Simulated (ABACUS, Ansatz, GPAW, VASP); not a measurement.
## Equation of state of Ni3Si under PBE

```cif
data_structure
_symmetry_space_group_name_H-M 'Pm-3m'
_symmetry_Int_Tables_number 221
_cell_length_a 3.5420
_cell_length_b 3.5420
_cell_length_c 3.5420
_cell_angle_alpha 90.000
_cell_angle_beta 90.000
_cell_angle_gamma 90.000
_cell_volume 44.44
loop_
_atom_site_label
_atom_site_type_symbol
_atom_site_symmetry_multiplicity
_atom_site_Wyckoff_symbol
_atom_site_fract_x
_atom_site_fract_y
_atom_site_fract_z
_atom_site_occupancy
Ni1 Ni 3 c 0.50000 0.50000 0.00000 1
Si1 Si 1 a 0.00000 0.00000 0.00000 1
```

The cell was scaled at fixed shape and fractions and run with GPAW, GPAW PAW data sets (gpaw-data 1.2.1), cutoff 600 eV; PBE, k mesh 8 × 8 × 8 on the cell of 4 atoms, fermi-dirac occupations of 0.05 eV, collinear spin, ferromagnetic start, no spin-orbit coupling. Energies are those that the program minimises, any entropy of the smearing included. For a metal such a mesh isn't converged to the digits shown. The moments vanished.

```csv
V (Å³/atom),energy over the lowest row (meV/atom)
10.4427,13.16
10.6649,?
10.8871,0.00
11.1093,3.02
11.3315,11.52
11.5536,24.87
11.7758,42.53
```

Problem. Fit the third-order Birch-Murnaghan form, give V0, B0 and B′, and predict the energy left open.

Solution. With y = (V0/V)^(2/3), E = E0 + (9 V0 B0/16) [(y - 1)³ B′ + (y - 1)² (6 - 4y)]. Least squares through the rows shown give V0 = 10.8844 Å³/atom, E0 = 0.00 meV, B0 = 217.3 GPa (1 eV/Å³ = 160.218 GPa) and B′ = 4.79, with a largest miss of 0.01 meV. At V = 10.6649 the form with these constants gives 3.12 meV; the run gave 3.12 meV an atom. Other set-ups at this level, from all their volumes (Å³/atom, GPa): ABACUS, PseudoDojo NC SR 0.4.1 PBE standard, plane waves: V0 10.785, B0 212.5; Ansatz, Ansatz PAW (earlier soft set): V0 10.779, B0 213.1; Ansatz, all-electron LAPW, scalar-relativistic: V0 10.776, B0 213.3; VASP, PBE PAW files Ni, Si, 520 eV: V0 10.778, B0 211.3.
